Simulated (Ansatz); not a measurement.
# interstitial H in Ti: a nudged elastic band in two tries

The task is a band of images between two relaxed ends. The host cell (hcp) has 12 atoms; the extra atom is the last.

Program: Ansatz 0.2.0. Level of theory: DFT PBE+D3(BJ), plane waves, PAW, scalar-relativistic, no spin polarisation. These are calculated values, not measurements.

### Step 1. The system as given

The cell holds 13 atoms (HTi12): a = 5.900 Å, b = 8.850 Å, c = 4.685 Å, α = 90.00°, β = 90.00°, γ = 120.00°.

As a file:

```
Ti H
1.0
     5.90000    0.00000    0.00000
    -4.42500    7.66432    0.00000
     0.00000    0.00000    4.68460
Ti H
12 1
Direct
  0.99441 0.99643 0.01109
  0.15631 0.21732 0.49458
  0.99789 0.33084 0.00204
  0.16653 0.55587 0.49828
  0.00509 0.67027 0.99937
  0.16861 0.89006 0.50511
  0.50134 0.99940 0.00739
  0.66969 0.21806 0.49386
  0.49872 0.33211 0.00569
  0.67528 0.56532 0.48808
  0.49834 0.66762 0.00193
  0.66361 0.88759 0.50735
  0.50151 0.33584 0.60982
```

### Step 2. First try

File input.yaml:

```yaml
crystal:
  lattice:
    - [5.9, 0.0, 0.0]
    - [-4.425, 7.664325, 0.0]
    - [0.0, 0.0, 4.6846]
  atoms:
    - { symbol: Ti, position: [-0.0055911, -0.00357496, 0.01109074] }
    - { symbol: Ti, position: [0.15631301, 0.21731608, 0.49458151] }
    - { symbol: Ti, position: [-0.00210538, 0.33084368, 0.00204055] }
    - { symbol: Ti, position: [0.16653255, 0.55587059, 0.49827881] }
    - { symbol: Ti, position: [0.0050901, 0.67026592, -0.0006262] }
    - { symbol: Ti, position: [0.16861423, 0.89005761, 0.50510816] }
    - { symbol: Ti, position: [0.50133598, -0.00060316, 0.00739146] }
    - { symbol: Ti, position: [0.66969363, 0.21805945, 0.49385672] }
    - { symbol: Ti, position: [0.49871555, 0.3321144, 0.00569043] }
    - { symbol: Ti, position: [0.67527768, 0.56531536, 0.48807959] }
    - { symbol: Ti, position: [0.49833734, 0.6676164, 0.00193021] }
    - { symbol: Ti, position: [0.66361134, 0.88758532, 0.50734892] }
    - { symbol: H, position: [0.50151007, 0.33583879, 0.6098236] }
basis:
  ecutwfc: 420.0
kpoints:
  mp_grid: { grid: [3, 2, 4] }
hamiltonian:
  xc: pbe
  dispersion: d3bj
scf:
  occupations: { method: fermi_dirac, width: 0.05 }
  lower_state_search: "off"
  max_iter: 86
neb:
  images: 7
  f_tol: 0.05
  initial_path: linear
  max_iterations: 8
  final_atoms:
    - { symbol: Ti, position: [-0.00602195, -0.00364475, -0.01068337] }
    - { symbol: Ti, position: [0.15566161, 0.21723874, 0.50536235] }
    - { symbol: Ti, position: [-0.00244642, 0.33090004, -0.00165379] }
    - { symbol: Ti, position: [0.16641649, 0.55590383, 0.50221677] }
    - { symbol: Ti, position: [0.00490793, 0.67035067, 0.00144118] }
    - { symbol: Ti, position: [0.16866544, 0.89030804, 0.49554737] }
    - { symbol: Ti, position: [0.50121271, -0.00048954, -0.0066933] }
    - { symbol: Ti, position: [0.66965244, 0.21821373, 0.50674261] }
    - { symbol: Ti, position: [0.49802604, 0.33186623, -0.00500418] }
    - { symbol: Ti, position: [0.67545318, 0.5654917, 0.51283862] }
    - { symbol: Ti, position: [0.49803691, 0.66751245, -0.00114235] }
    - { symbol: Ti, position: [0.66327658, 0.88754966, 0.49332068] }
    - { symbol: H, position: [0.50131807, 0.33602868, 0.39102042] }
  order_check: true
  spring: -5.0
```

Run with:

```console
$ ansatz run input.yaml --threads 4 --pin off --max-ram 10240MiB --backend cpu --events-out ev --progress --plain --runs-dir out
```

What does the calculation give? Wanted: first try.

As calculated:

| quantity | value |
| --- | --- |
| first try | refused |
| cause | a negative spring would push the images apart instead of spacing them |

What this shows: The fault in the first input was caught at the input check and cost nothing.
